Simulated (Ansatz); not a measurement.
Crystal: ZrC.

```
CELL_PARAMETERS angstrom
0.00000 2.36500 2.36500
2.36500 0.00000 2.36500
2.36500 2.36500 0.00000
ATOMIC_POSITIONS crystal
Zr 0.50000 0.50000 0.50000
C 0.00000 0.00000 0.00000
```

* Program: Ansatz 0.2.0
* Task: relaxation of cell and atoms
* Functional: BLYP
* Dispersion: D3(BJ)
* Potentials or basis: all-electron LAPW, scalar-relativistic
* Basis error allowed: 0.001 eV/atom
* k mesh: 10 × 10 × 10
* Occupations: fermi-dirac, width 0.05 eV
* Spin: no spin polarisation

At the start: volume 13.23 Å³/atom.

Question: How do energy, volume and symmetry change on relaxing?

Answer: Over 5 steps the energy falls by 10.5 meV/atom and the volume is 12.78 Å³/atom (-3.4 %); space group Fm-3m (No. 225, to 0.05 Å).

Step by step:
```
step  energy change (eV)  largest force (eV/Å)  volume (Å³)
   1              0.0000                0.0000        26.46
   2             -0.0023                0.0000        24.76
   3             -0.0210                0.0000        25.61
   4             -0.0211                0.0000        25.56
   5             -0.0211                0.0000        25.56
```

Final structure:
```yaml
crystal:
  lattice:
    - [0.00000, 2.33808, 2.33808]
    - [2.33808, 0.00000, 2.33808]
    - [2.33808, 2.33808, 0.00000]
  atoms:
    - { symbol: Zr, position: [0.50000, 0.50000, 0.50000] }
    - { symbol: C, position: [0.00000, 0.00000, 0.00000] }
```
